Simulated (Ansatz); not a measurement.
# GaAs (F-43m) in Ansatz: single point with PBE

Aim: the single point of GaAs with PBE.

Program: Ansatz 0.2.0. These are calculated values, not measurements. Logs are shortened: lines on timing, memory, paths and dates and some standing lists are left out, and cuts for length are marked.

**Measured values to compare with.**

“Evidence of valence band perturbations in GaAsN/GaAs(001): A combined variable-angle spectroscopic ellipsometry and modulated photoreflectance investigation”, 2008, arxiv:0805.2212 reports, for a bulk crystal of GaAs at 300 K: band gap 1.412 ± 0.01 eV (direct).

The runs below are set against these values where they give the same quantity.

### Step 1. Starting point

The structure is cubic, space group F-43m (No. 216). The conventional cell has a = 5.654 Å, b = 5.654 Å, c = 5.654 Å, α = 90.00°, β = 90.00°, γ = 90.00°. As (site symmetry -43m) is surrounded by 4 Ga at 2.45 Å. Ga (site symmetry -43m) has 4 As at 2.45 Å as nearest neighbours.

### Step 2. Single point, PBE

The input, input.yaml:

```yaml
crystal:
  lattice:
    - [0.0, 2.82685, 2.82685]
    - [2.82685, 0.0, 2.82685]
    - [2.82685, 2.82685, 0.0]
  atoms:
    - { symbol: As, position: [0.75, 0.75, 0.75] }
    - { symbol: Ga, position: [0.0, 0.0, 0.0] }
hamiltonian:
  xc: pbe
  pseudopotentials: { kind: paw }
kpoints:
  mp_grid: { grid: [8, 8, 8] }
scf:
  occupations: { method: fermi_dirac, width: 0.05 }
basis:
  ecutwfc: "600 eV"
output:
  forces: true
  stress: true
  eigenvalues: true
  write_density: true
  write_potential: true
  elf: true
  volumetric_format: npy
```

Potentials or basis: Ansatz PAW.

The run is started by

```console
$ ansatz run input.yaml --threads 2 --pin off --max-ram 5120MiB --backend cpu --events-out ev --progress --plain --runs-dir out
```

Standard output:

```text
Warning: RAYON_NUM_THREADS=2 ignored (pool sized by the plan → 2); use --threads N
Engine: ansatz 0.2.0, x86_64-unknown-linux-gnu
Pseudopotentials: kind: paw
Pseudopotential: As, paw, valence charge 15, recommended cutoff 420 eV (normal), As.paw.azcp
Pseudopotential: Ga, paw, valence charge 13, recommended cutoff 420 eV (normal), Ga.paw.azcp
Functional definition: PBE
  parameter kappa = 0.804
  parameter beta = 0.06672455060314922
  exchange = pbe_x(kappa = kappa, mu = beta*pi^2/3)
  correlation = pbe_c(beta = beta)
Crystal: 2 atoms, lattice volume = 45.179 Å³
Basis set: ecut = 600 eV, 1459 PW (Γ), exchange–correlation on 64×64×64 points (8 copies of the dense FFT grid, shifted against one another)
Bands: 18, of which v1, the nominal top of the filled ones, is band 14 counted from 1 (13 counted from 0)
Symmetry: 24 space group operations
Space group: F-43m (ITA 216), of the structure as read, at distance tolerance 3.6e-5 Å
k-points: 29 of 512 (time reversal used)
Non-local potential: As, projectors of the file, l = 0: 2, l = 1: 2, l = 2: 3, l = 3: 1
Non-local potential: Ga, projectors of the file, l = 0: 2, l = 1: 2, l = 2: 3, l = 3: 1
PAW form: soft (Blöchl's): semilocal exchange-correlation on the pseudo side does not see the compensation charge
PAW one-centre angular grid: As, 590 points (default); XC on 64 Gauss nodes
PAW one-centre angular grid: Ga, 590 points (default); XC on 64 Gauss nodes
Initial density: superposition of atomic densities (neutral atoms: chi_scale 0, normalization atom), corrected by the library's trained network
Initial wavefunctions: pseudopotential atomic-orbital guess
Functional: x = pbe(κ = 0.804, μ = 0.2195149727645171), c = pbe(β = 0.06672455060314922)
SCF iter   1: F=—  HF=-8639.837446 eV  |F-HF|=—  |Δ(HF+E_count)|=         —  Δρ=1.83e-3  dr2=2.42e-3  ethr=1.77e-3  ⟨swp⟩=5.9  Hψ=2556  notcnv=0
preconditioner: auto → none  [insulator: Δε(μ)=0.507 eV  Ē_g=15.490 eV  σ=0.050 eV  W_gap=0.99  n_scr=14 (ndim 8)  ℏωp=23.4 eV  f_vac=0.089  D(μ)=0.00/eV (n_scr^D=0)  ε∞_Penn≈3.3]
SCF iter   2: F=—  HF=-8639.836412 eV  |F-HF|=—  |Δ(HF+E_count)|=   1.03e-3  Δρ=6.58e-4  dr2=2.29e-4  ethr=8.65e-6  ⟨swp⟩=2.0  Hψ=1076  notcnv=0
SCF iter   3: F=—  HF=-8639.836362 eV  |F-HF|=—  |Δ(HF+E_count)|=   5.02e-5  Δρ=3.17e-4  dr2=4.30e-5  ethr=8.19e-7  ⟨swp⟩=2.0  Hψ=783  notcnv=0
SCF iter   4: F=—  HF=-8639.836371 eV  |F-HF|=—  |Δ(HF+E_count)|=   8.98e-6  Δρ=1.08e-4  dr2=4.32e-6  ethr=1.54e-7  ⟨swp⟩=2.0  Hψ=783  notcnv=0
SCF iter   5: F=—  HF=-8639.836377 eV  |F-HF|=—  |Δ(HF+E_count)|=   6.37e-6  Δρ=2.34e-5  dr2=1.13e-7  ethr=1.54e-8  ⟨swp⟩=2.0  Hψ=784  notcnv=0
SCF iter   6: F=-8639.836377 eV  HF=-8639.836377 eV  |F-HF|=1.49e-8  |Δ(HF+E_count)|=   3.95e-8  Δρ=6.39e-6  dr2=1.35e-8  ethr=3.57e-10  ⟨swp⟩=8.8  Hψ=3902  notcnv=0
SCF 1 converged in 6 iterations: F = -8639.836377 eV  dr2 = 1.35e-8
SCF converged after 6 iterations
Free energy (F): -8639.836377 eV
Harris-Foulkes:  -8639.836377 eV  (|F-HF|=1.49e-8)
Internal energy: -8639.836352 eV  (E = F + TS)
E sigma→0 (E₀):  -8639.836365 eV
Entropy (-TS):   -0.000025 eV (-0.013 meV/atom)
Fermi energy:    8.470633 eV
--- Per-component energies (eV) ---
  E_band       = -312.030639
  E_kinetic    = 219.386822
  E_local      = -3915.795515  (includes V_loc(G=0)·N_el)
  E_nonlocal   = -245.344099
  E_hartree    = 1973.747829
  E_xc         = -148.476970
  E_vxc        = -137.504291  (∫ρ·V_xc dr)
  E_paw        = -3824.626630  (= ΣΔE_a)
  E_vpaw       = -180.267508  (= ΣTr[D̂ρ^β])
  E_aug_tail   = -0.000003  (compensation charges beyond the density's cutoff)
  E_ewald      = -2698.727786
  E_smearing   = -0.000025  (= −TS)
  E_closure    = -0.000000  (closes the sum)
  Σ components = -8639.836377   (vs F -8639.836377, Δ=0.00e0)
--- Forces (eV/Å), atoms counted from 1 ---
  atom   1  As     0.00000000    -0.00000000    -0.00000000
  atom   2  Ga    -0.00000000     0.00000000    -0.00000000
  max |Σ_I F_I| component: 1.85e-16 eV/Å
--- Stress (GPa, compression-positive) ---
        3.272349       0.000000      -0.000000
       -0.000000       3.272349       0.000000
       -0.000000       0.000000       3.272349
  P = ⅓ Tr σ = 3.2723 GPa (32.723 kbar)
--- Band table (eV; the first three rows and the last of 29) ---
  k-point 0: bands = ["-26.9546", "-26.9546", "-26.9546", "-26.9449", "-26.9449", "-6.6028", "-6.6028", "-6.6028", "-6.5239", "-6.5239", "-4.5439", "8.1834", "8.1834", "8.1834", "8.6996", "11.9227", "11.9227", "11.9227"]
  k-point 1: bands = ["-26.9546", "-26.9545", "-26.9545", "-26.9448", "-26.9448", "-6.6166", "-6.5992", "-6.5992", "-6.5241", "-6.5241", "-4.3612", "6.2220", "7.9478", "7.9478", "9.7756", "12.2701", "12.2701", "12.3824"]
  k-point 2: bands = ["-26.9545", "-26.9542", "-26.9542", "-26.9448", "-26.9448", "-6.6467", "-6.5915", "-6.5915", "-6.5237", "-6.5237", "-3.8513", "4.0488", "7.5064", "7.5064", "9.6367", "12.7879", "12.7879", "14.1402"]
  k-point 28: bands = ["-26.9543", "-26.9539", "-26.9528", "-26.9450", "-26.9443", "-6.7030", "-6.5711", "-6.5584", "-6.5346", "-6.5203", "-1.9861", "1.5602", "4.6527", "4.8459", "12.8068", "12.9070", "13.5989", "14.2326"]
```

It took 1.6 s on 2 threads of INTEL XEON PLATINUM 8581C at 2.10GHz (Emerald Rapids), shared host; peak memory 0.45 GiB.

What came out:

| Quantity | Value |
| --- | --- |
| Free energy | -8639.8364 eV |
| Pressure | 3.3 GPa |
| Band gap on the k mesh | 0.52 eV, direct |

### Step 3. Comparison with measurements

Step 2. Against the measured gap of GaAs, 1.412 eV (direct; 300 K; “Evidence of valence band perturbations in GaAsN/GaAs(001): A combined variable-angle spectroscopic ellipsometry and modulated photoreflectance investigation”, 2008, arxiv:0805.2212), the calculated 0.52 eV is off by -0.90 eV. 3 values of this kind are on record (1.412 to 1.51 eV); this one was drawn at random among those near their median, those with a stated uncertainty first. Spin-orbit coupling on As, Ga is left out. The value is that of PBE on a finite k mesh, which can miss the band edges, without temperature or zero-point motion. Semilocal functionals fall short of measured gaps as a rule.
